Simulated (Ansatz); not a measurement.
**In2GaAs3: how settings move the results**

This session on In2GaAs3 sets out to see how the plane-wave cutoff moves the results.

Method: DFT r2SCAN, scalar-relativistic, plane waves, PAW, in Ansatz 0.2.0.

1 further run of the same task is left out (set aside as unsound or not needed). Runs told in other sessions of the task aren't counted.

### Step 1. The system as given

The structure is tetragonal, space group I-4m2 (No. 119). The conventional cell has a = 4.280 Å, b = 4.280 Å, c = 18.120 Å, α = 90.00°, β = 90.00°, γ = 90.00°. In (site symmetry 2mm) is surrounded by 4 As at 2.66 to 2.67 Å. Around Ga (site symmetry -4m2) lie 4 As at 2.54 Å. As (site symmetry -4m2) has 4 In at 2.66 Å in its first shell of neighbours. As (site symmetry 2mm) is surrounded by 2 Ga at 2.54 Å and 2 In at 2.67 Å.

Coordinates:

```cif
data_structure
_symmetry_space_group_name_H-M 'I-4m2'
_symmetry_Int_Tables_number 119
_cell_length_a 4.2804
_cell_length_b 4.2804
_cell_length_c 18.1201
_cell_angle_alpha 90.000
_cell_angle_beta 90.000
_cell_angle_gamma 90.000
_cell_volume 331.99
loop_
_atom_site_label
_atom_site_type_symbol
_atom_site_symmetry_multiplicity
_atom_site_Wyckoff_symbol
_atom_site_fract_x
_atom_site_fract_y
_atom_site_fract_z
_atom_site_occupancy
In1 In 4 e 0.00000 0.00000 0.33676 1
Ga1 Ga 2 a 0.00000 0.00000 0.00000 1
As1 As 2 d 0.50000 0.00000 0.25000 1
As2 As 4 f 0.00000 0.50000 0.07547 1
```

Source of the structure: the Materials Project (structure only). It is taken as it stands there.

### Step 2. The base input

input.yaml

```yaml
crystal:
  lattice:
    - [-2.140184, 2.140184, 9.060064]
    - [2.140184, -2.140184, 9.060064]
    - [2.140184, 2.140184, -9.060064]
  atoms:
    - { symbol: In, position: [0.336756, 0.336756, 0.0] }
    - { symbol: In, position: [0.663244, 0.663244, 0.0] }
    - { symbol: Ga, position: [0.0, 0.0, 0.0] }
    - { symbol: As, position: [0.25, 0.75, 0.5] }
    - { symbol: As, position: [0.575475, 0.075475, 0.5] }
    - { symbol: As, position: [0.924525, 0.424525, 0.5] }
basis:
  ecutwfc: 500
kpoints:
  mp_grid: { grid: [12, 12, 12] }
hamiltonian:
  xc: r2scan
scf:
  occupations: { method: gaussian, width: 0.1 }
output:
  forces: true
  stress: true
  eigenvalues: true
  populations: true
```

It was run beforehand and gave: -4934.9891 eV/atom at zero smearing, pressure -2.34 GPa, largest force 0.048 eV/Å, no gap on the mesh, in 8 SCF cycles and 7.4 min.

### Step 3. Plane-wave cutoff set to 150 eV

input.yaml

```yaml
crystal:
  lattice:
    - [-2.140184, 2.140184, 9.060064]
    - [2.140184, -2.140184, 9.060064]
    - [2.140184, 2.140184, -9.060064]
  atoms:
    - { symbol: In, position: [0.336756, 0.336756, 0.0] }
    - { symbol: In, position: [0.663244, 0.663244, 0.0] }
    - { symbol: Ga, position: [0.0, 0.0, 0.0] }
    - { symbol: As, position: [0.25, 0.75, 0.5] }
    - { symbol: As, position: [0.575475, 0.075475, 0.5] }
    - { symbol: As, position: [0.924525, 0.424525, 0.5] }
basis:
  ecutwfc: 150
kpoints:
  mp_grid: { grid: [12, 12, 12] }
hamiltonian:
  xc: r2scan
scf:
  occupations: { method: gaussian, width: 0.1 }
output:
  forces: true
  stress: true
  eigenvalues: true
```

Command:

```console
$ ansatz run input.yaml --threads 1 --pin off --max-ram 2560MiB --backend cpu --events-out ev --progress --plain --runs-dir out
```

### Step 4. Plane-wave cutoff: 200 eV

input.yaml: that of step 3 with these lines changed.

```diff
@@ -13,3 +13,3 @@
 basis:
-  ecutwfc: 150
+  ecutwfc: 200
 kpoints:
```

### Step 5. Plane-wave cutoff set to 250 eV

input.yaml: that of step 4 with these lines changed.

```diff
@@ -13,3 +13,3 @@
 basis:
-  ecutwfc: 200
+  ecutwfc: 250
 kpoints:
```

### Step 6. Plane-wave cutoff set to 300 eV

input.yaml: that of step 5 with these lines changed.

```diff
@@ -13,3 +13,3 @@
 basis:
-  ecutwfc: 250
+  ecutwfc: 300
 kpoints:
```

### Step 7. Plane-wave cutoff set to 350 eV

input.yaml: that of step 6 with these lines changed.

```diff
@@ -13,3 +13,3 @@
 basis:
-  ecutwfc: 300
+  ecutwfc: 350
 kpoints:
```

### Step 8. Plane-wave cutoff set to 380 eV

input.yaml: that of step 7 with these lines changed.

```diff
@@ -13,3 +13,3 @@
 basis:
-  ecutwfc: 350
+  ecutwfc: 380
 kpoints:
```

### Step 9. Plane-wave cutoff set to 460 eV

input.yaml: that of step 8 with these lines changed.

```diff
@@ -13,3 +13,3 @@
 basis:
-  ecutwfc: 380
+  ecutwfc: 460
 kpoints:
```

### Step 10. Plane-wave cutoff set to 520 eV

input.yaml: that of step 9 with these lines changed.

```diff
@@ -13,3 +13,3 @@
 basis:
-  ecutwfc: 460
+  ecutwfc: 520
 kpoints:
```

### Step 11. Plane-wave cutoff: 600 eV

input.yaml: that of step 10 with these lines changed.

```diff
@@ -13,3 +13,3 @@
 basis:
-  ecutwfc: 520
+  ecutwfc: 600
 kpoints:
```

### Step 12. Plane-wave cutoff: 700 eV

input.yaml: that of step 11 with these lines changed.

```diff
@@ -13,3 +13,3 @@
 basis:
-  ecutwfc: 600
+  ecutwfc: 700
 kpoints:
```

(Steps that only read results are left out.)

What results come out of these runs, taken together?

As calculated:

```
                                                  quantity                        value
plane-wave cutoff: within 10 and 1 meV/atom of 700 eV from  350 eV for 10; 500 eV for 1
```

What this shows: For the plane-wave cutoff, the energy stays within 1 meV/atom of the reference from 500 eV on, at about 0.74 of the reference's time. The reference is only the best run made, not a proven limit. Much of this error cancels in differences between similar cells. The pressure is off by up to 3.2 GPa. Forces stay within 0.01 eV/Å of the reference from 350 eV on. The settings are coarse, so take the values as rough.
